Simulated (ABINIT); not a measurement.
Runs of ABINIT 10.8.3 (patched build) on Si2Mo. Symmetry: I4/mmm, No. 139, tetragonal system. Conventional cell: a = 3.200 Å, b = 3.200 Å, c = 7.861 Å, α = 90.00°, β = 90.00°, γ = 90.00°. Mo (site symmetry 4/mmm) is surrounded by 10 Si at 2.62 Å. Si (site symmetry 4mm) has 5 Si at 2.61 to 2.63 Å and 5 Mo at 2.62 Å as nearest neighbours. 

```tsv
task	level	potentials or basis	k mesh	mesh quality	gap on the mesh (eV)	pressure (GPa)	largest force (eV/Å)
band structure	RPBE	JTH PAW PBE v2.0	12 × 12 × 12	not flagged	none	(a)	0.25
band structure	BP86	JTH PAW PBE v2.0	12 × 12 × 12	not flagged	none	4.2	0.31
single point	PBE	JTH PAW PBE v2.0	7 × 7 × 7	coarse	none	2.3	0.30
single point	PBEsol	JTH PAW PBE v2.0	10 × 10 × 10	not flagged	none	-2.4	0.33
single point	PBE	JTH PAW PBE v2.0	5 × 5 × 5	coarse	none	2.3	0.24
band structure	SOGGA	JTH PAW PBE v2.0	12 × 12 × 12	not flagged	none	-4.4	0.30
band structure	AM05	JTH PAW PBE v2.0	12 × 12 × 12	not flagged	none	(b)	0.30
band structure	LDA-PZ	JTH PAW LDA v2.0	12 × 12 × 12	not flagged	none	-5.7	(c)
band structure	PBEsol	JTH PAW PBE v2.0	12 × 12 × 12	not flagged	none	-2.4	0.32
```

Alike in all rows: no spin polarisation; cell as given; cutoff (eV) 408; smearing fermi-dirac 0.05 eV.

Problem. Estimate the missing entries.

Solution. (a) 4.7; (b) -4.1; (c) 0.37.

Caveats: some runs use coarse meshes; the PAW data sets were made with another functional, which shifts forces and pressure a little (some runs).

A k mesh can miss the band edges, and the runs leave out spin-orbit coupling on Mo.

A gap of «none» marks a metal or a gap under the smearing width.
